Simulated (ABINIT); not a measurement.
Here is an ABINIT 10.8.3 (patched build) calculation.

run.abi

```
pp_dirpath "./"
pseudos "As.upf, Ga.upf"

acell 7.55468967 7.55468967 7.55468967
rprim
     0.0000000000     0.7071067812     0.7071067812
     0.7071067812     0.0000000000     0.7071067812
     0.7071067812     0.7071067812     0.0000000000
ntypat 2
znucl 33 31
natom 2
typat 1 2
xred
     0.7500000000     0.7500000000     0.7500000000
     0.0000000000     0.0000000000     0.0000000000

ecut 979.609905 eV

kptopt 1
ngkpt 6 6 6
nshiftk 1
shiftk 0.0 0.0 0.0

ixc 7

nband 18
occopt 3
tsmear 0.00183747

nstep 100
tolvrs 1.0e-10

iomode 3
prtwf 0
prtden 0
prteig 0
prtebands 0
enunit 1
```

Potentials or basis: PseudoDojo NC SR LDA v0.4.1 standard.

The run is started by

```sh
$ mpirun --bind-to none -np 4 abinit run.abi > log 2>&1
```

(1) What does it give for the band gap on the k mesh?

## Answers

(1) 0.28 eV, direct.

**The experiment to reproduce.**

“Evidence of valence band perturbations in GaAsN/GaAs(001): A combined variable-angle spectroscopic ellipsometry and modulated photoreflectance investigation”, 2008, arxiv:0805.2212 reports, for a bulk crystal of GaAs at 300 K: band gap 1.412 ± 0.01 eV (direct).

Against the measured gap of GaAs, 1.412 eV (direct; 300 K; “Evidence of valence band perturbations in GaAsN/GaAs(001): A combined variable-angle spectroscopic ellipsometry and modulated photoreflectance investigation”, 2008, arxiv:0805.2212), the calculated 0.28 eV is off by -1.14 eV. So large a miss can be the level of theory's own, or it may mean another phase, state or a wrong row. 3 values of this kind are on record (1.412 to 1.51 eV); this one was drawn at random among those near their median, those with a stated uncertainty first. Spin-orbit coupling on As, Ga is left out. The value is that of LDA, without temperature or zero-point motion. Semilocal functionals fall short of measured gaps as a rule.
